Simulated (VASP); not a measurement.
Set up this calculation in VASP 6.6.1, as the native input.

- Task: single point
- Functional: PBEsol
- Potentials or basis: VASP PAW PBE potentials, release 64 (Hf_pv)
- Cutoff: 520 eV
- k mesh: 10 × 10 × 5
- Occupations: gaussian, width 0.05 eV
- Spin: no spin polarisation
- Further INCAR settings: ALGO = Normal; EDIFF = 1e-07; NBANDS = 17

The structure of Hf lies in POSCAR:

```
Hf
1.0
    3.1967000000      0.0000000000      0.0000000000
   -1.5983500000      2.7684234083      0.0000000000
    0.0000000000      0.0000000000      5.0578000000
Hf
2
Direct
    0.6666666667      0.3333333333      0.7500000000
    0.3333333333      0.6666666667      0.2500000000
```

These files were run (other wordings do the same):

INCAR

```
SYSTEM = Hf
PREC = Accurate
ENCUT = 520
EDIFF = 1E-7
ISMEAR = 0
SIGMA = 0.05
LREAL = .FALSE.
LASPH = .TRUE.
NELM = 60
ALGO = Normal
ISIF = 2
LWAVE = .FALSE.
LCHARG = .FALSE.
GGA = PS
NBANDS = 17
```

KPOINTS

```
Automatic mesh
0
G
  10 10 5
  0 0 0
```

Potentials or basis: VASP PAW PBE potentials, release 64 (Hf_pv).

Command:

```sh
$ cat potpaw_PBE.64/Hf_pv/POTCAR > POTCAR
$ mpirun -np 1 vasp_std > vasp.out
```

It gave:

```
Pressure               : -4.3 GPa
Band gap on the k mesh : none (metal or under the smearing width)
```

Caveat: the PAW data sets were made with another functional, which shifts forces and pressure a little.

Wall time 42 s on 1 thread of AMD EPYC 7R43 64-Core Processor (Zen 3) (shared host), peak memory 0.13 GiB.
